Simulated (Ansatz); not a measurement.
## Relaxation path: Lu (simple hexagonal type)

DFT, PBE, PAW with Ansatz's default frozen-core files, scalar-relativistic (Ansatz 0.2.0); a Γ-centred 17×17×15 k mesh, Fermi–Dirac smearing of 0.05 eV, no spin polarisation. The run relaxes cell and atoms at a target pressure of 100 GPa.

Command: `ansatz run input.yaml --threads 1 --pin off --max-ram 3584MiB --backend cpu --events-out ev --progress --plain --runs-dir out` It took 30 s on 1 thread of Arm Neoverse V1, on a shared host, peak memory 0.35 GiB.

```yaml
crystal:
  lattice:
    - [2.6121229172, 0.0, 0.0]
    - [-1.3060614586, 2.2621648042, 0.0]
    - [0.0, 0.0, 2.4553955422]
  atoms:
    - { symbol: Lu, position: [0.0, 0.0, 0.0] }
kpoints:
  mp_grid: { grid: [17, 17, 15] }
scf:
  occupations: { method: fermi_dirac, width: 0.05 }
hamiltonian:
  xc: pbe
  pseudopotentials: { kind: paw }
output:
  forces: true
  stress: true
  eigenvalues: true
relax:
  f_tol: 0.005
  max_steps: 40
  cell: { p_target: 100.0, stress_tol: 0.05 }
```

Each step lists its enthalpy F + pV a cell above the last geometry, the pressure, the cell vectors (Å), and Cartesian positions (Å) with forces (eV/Å).

The first step:

```
step 1  dH = 6.98 meV  P = 103.7 GPa
  cell 2.6121 0.0000 0.0000  -1.3061 2.2622 0.0000  0.0000 0.0000 2.4554
  Lu 0.0000 0.0000 0.0000   0.0000 0.0000 0.0000
```

Spin–orbit coupling is left out, which matters for the heavy atoms.

The symmetry of the start is kept and no stability test is made, so the end need not be the stable phase.

Question: Where does the relaxation end, and by which steps?

Answer: After 4 geometries, with conventional a, b, c = 2.606, 2.606, 2.492 Å, at 14.652 Å³/atom (+0.99 % against the start) in space group P6/mmm, with a shortest distance of 2.492 Å. The further steps:
```
step 2  dH = 1.88 meV  P = 96.5 GPa
  cell 2.6125 0.0000 0.0000  -1.3062 2.2625 0.0000  0.0000 0.0000 2.5043
  Lu 0.0000 0.0000 0.0000   0.0000 0.0000 0.0000
step 3  dH = 0.01 meV  P = 99.9 GPa
  cell 2.6057 0.0000 0.0000  -1.3028 2.2566 0.0000  0.0000 0.0000 2.4926
  Lu 0.0000 0.0000 0.0000   0.0000 0.0000 0.0000
step 4  dH = 0.00 meV  P = 100.0 GPa
  cell 2.6058 0.0000 0.0000  -1.3029 2.2566 0.0000  0.0000 0.0000 2.4917
  Lu 0.0000 0.0000 0.0000   0.0000 0.0000 0.0000
step 5  dH = -0.12 meV  P = 100.0 GPa  (same geometry on a basis chosen anew; earlier energies don't compare to the last digit)
  cell 2.6058 0.0000 0.0000  -1.3029 2.2566 0.0000  0.0000 0.0000 2.4917
  Lu 0.0000 0.0000 0.0000   0.0000 0.0000 0.0000
```
